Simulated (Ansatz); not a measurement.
## InAs: pressure against volume

InAs, F-43m, a = 6.088 Å. Ansatz: PBEsol, PAW, 420 eV, Γ-centred 12×12×12 mesh on 2 atoms, Gaussian smearing 0.10 eV; no spin polarisation. Symmetry fixes shape and atoms, so the cell is only scaled; pressure is positive in compression.

```
V (Å³/atom) P (GPa)
     24.818        ?
     25.664     6.52
     26.510     3.96
     27.356     1.80
     28.202    -0.02
     29.049    -1.55
     29.895    -2.84
     31.023    -4.24
```

**Question.** Take V0 = 28.202 Å³/atom, count pressures from its P0 = -0.02 GPa, fit the third-order Birch–Murnaghan form to the other rows, and predict the missing pressure.

**Answer.** With the Eulerian strain f = ½[(V0/V)^(2/3) − 1] and y = (P − P0)/[3f(1 + 2f)^(5/2)], the form is the line y = B0 + 1.5 B0 (B0′ − 4) f. Rows (f, y): 0.03244, 57.4; 0.02105, 56.9; 0.01026, 56.2; -0.00977, 54.8; -0.01906, 54.4; -0.03079, 53.6. Means f = 0.0006883, y = 55.550; Σ(Δf)² = 0.003005, ΣΔfΔy = 0.1844; the slope is their ratio. y = 55.51 + 61.37 f GPa, so B0 = 55.5 GPa and B0′ = 4 + 2 × (61.37)/(3 × 55.51) = 4.74. At V = 24.818, f = 0.04448, y = 58.24 and P = 9.60 GPa. The run gave 9.57 GPa, so the fit is 0.03 GPa too high, a small miss on the scale of the series.